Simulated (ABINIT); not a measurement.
# Nb: equation of state with AM05

Crystal: Nb.

```
Nb
1.0
     0.00000    2.11500    2.11500
     2.11500    0.00000    2.11500
     2.11500    2.11500    0.00000
Nb
1
Direct
  0.00000 0.00000 0.00000
```

This isn't the form of Nb at room conditions, which is bcc.

```yaml
Program: ABINIT 10.8.3 (patched build)
Task: equation of state
Functional: AM05
Potentials_or_basis: JTH PAW PBE v2.0
Cutoff: 517 eV
k_mesh: 11 × 11 × 11
Occupations: fermi-dirac, width 0.05 eV
Spin: no spin polarisation
```

| Quantity | Value |
| --- | --- |
| Equilibrium volume | 18.03 Å³/atom |
| Bulk modulus | 177 GPa |
| Pressure derivative of the bulk modulus | 4.0 |

Energy against volume, from the lowest point:
| volume (Å³/atom) | energy (meV/atom) |
| --- | --- |
| 17.786 | 1.24 |
| 18.165 | 0.00 |
| 18.543 | 7.18 |
| 18.922 | 22.03 |
| 19.300 | 43.70 |
| 19.679 | 71.60 |
| 20.057 | 105.00 |

It took 65 s on 1 thread of Arm Neoverse V1 (shared host), peak memory 0.13 GiB.

Caveat: pressures at fixed basis lie under the slope of the energies; the PAW data sets were made with another functional, which shifts forces and pressure a little.
